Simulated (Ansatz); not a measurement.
# Al12H: the cost of one run

Program: Ansatz 0.2.0. Level of theory: DFT PBE, scalar-relativistic, plane waves, PAW. These are calculated values, not measurements.

25 further runs of the same task are left out: 25 set aside as unsound or not needed.

### Step 1. Starting point

The structure is monoclinic, space group Cm (No. 8). Conventional cell: a = 9.897 Å, b = 5.714 Å, c = 21.602 Å, α = 90.00°, β = 90.00°, γ = 90.00°. Al (site symmetry 1) has 9 Al at 2.83 to 2.86 Å as nearest neighbours. Al (site symmetry m) is surrounded by 9 Al at 2.83 to 2.86 Å. Al (site symmetry 1) is surrounded by 12 Al at 2.83 to 2.86 Å. Al (site symmetry m) has 12 Al at 2.83 to 2.86 Å and 1 H at 3.04 Å as nearest neighbours. Around Al (site symmetry m) lie 12 Al at 2.83 to 2.86 Å. Around Al (site symmetry m) lie 1 H at 1.30 Å. Around Al (site symmetry 1) lie 1 H at 2.10 Å. Only part of the 10 independent sites is listed.

As a file:

```
CELL_PARAMETERS angstrom
5.71430 0.00000 0.00000
-2.85715 4.94873 0.00000
0.00000 0.00000 21.60164
ATOMIC_POSITIONS crystal
Al 0.33333 0.16667 0.18517
Al 0.33333 0.66667 0.18517
Al 0.83333 0.16667 0.18517
Al 0.83333 0.66667 0.18517
Al 0.16667 0.33333 0.29169
Al 0.16667 0.83333 0.29169
Al 0.66667 0.33333 0.29169
Al 0.66667 0.83333 0.29169
Al 0.00000 0.00000 0.39819
Al 0.00000 0.50000 0.39819
Al 0.50000 0.00000 0.39819
Al 0.50000 0.50000 0.39819
H 0.11111 0.88889 0.43014
```

This is the geometry of the first run shown, built on a cell relaxed beforehand with the same method.

### Step 2. What is varied

Atoms count from 1 in the order of the input.

H is moved along a line over the surface and along the normal, above a rigid substrate.

The axes are (1) position of H13 along the long diagonal of the hexagonal surface cell, from above Al9: 9 values from 0.00 to 4.40 Å, periodic; (2) height of H13 above the plane of Al9: 8 values from −0.30 to 3.27 Å.

Nothing else is relaxed. Points are written as (first, second).

### Step 3. Grid point (1.10 Å, 0.69 Å)

A dipole layer in the vacuum cancels the field that periodic copies would set up if the slab's two faces differ.

Input file input.yaml:

```yaml
crystal:
  lattice:
    - [5.7143028096, 0.0, 0.0]
    - [-2.8571514048, 4.948731398, 0.0]
    - [0.0, 0.0, 21.6016424764]
  atoms:
    - { symbol: Al, position: [0.3333333333, 0.1666666667, 0.1851711047] }
    - { symbol: Al, position: [0.3333333333, 0.6666666667, 0.1851711047] }
    - { symbol: Al, position: [0.8333333333, 0.1666666667, 0.1851711047] }
    - { symbol: Al, position: [0.8333333333, 0.6666666667, 0.1851711047] }
    - { symbol: Al, position: [0.1666666667, 0.3333333333, 0.291687374] }
    - { symbol: Al, position: [0.1666666667, 0.8333333333, 0.291687374] }
    - { symbol: Al, position: [0.6666666667, 0.3333333333, 0.291687374] }
    - { symbol: Al, position: [0.6666666667, 0.8333333333, 0.291687374] }
    - { symbol: Al, position: [0.0, 0.0, 0.3981939098] }
    - { symbol: Al, position: [0.0, 0.5, 0.3981939098] }
    - { symbol: Al, position: [0.5, 0.0, 0.3981939098] }
    - { symbol: Al, position: [0.5, 0.5, 0.3981939098] }
    - { symbol: H, position: [0.1111111111, -0.1111111111, 0.4301359254], spin: 1.0 }
basis:
  ecutwfc: 420
kpoints:
  mp_grid: { grid: [6, 6, 1] }
hamiltonian:
  xc: pbe
scf:
  occupations: { method: gaussian, width: 0.1 }
output:
  forces: true
  eigenvalues: true
  populations: true
magnetization:
  spin_polarized: true
efield:
  axis: 3
  dipole_correction: true
  ramp_width: 0.04
```

Run with:

```sh
> ansatz run input.yaml --threads 4 --pin off --max-ram 12288MiB --backend cpu --events-out ev --progress --plain --runs-dir out
```

**Question.** How long does this run take on 4 threads of Arm Neoverse V1, shared host, and how much memory does it need?

About 22 s, with a peak of 1.1 GiB.
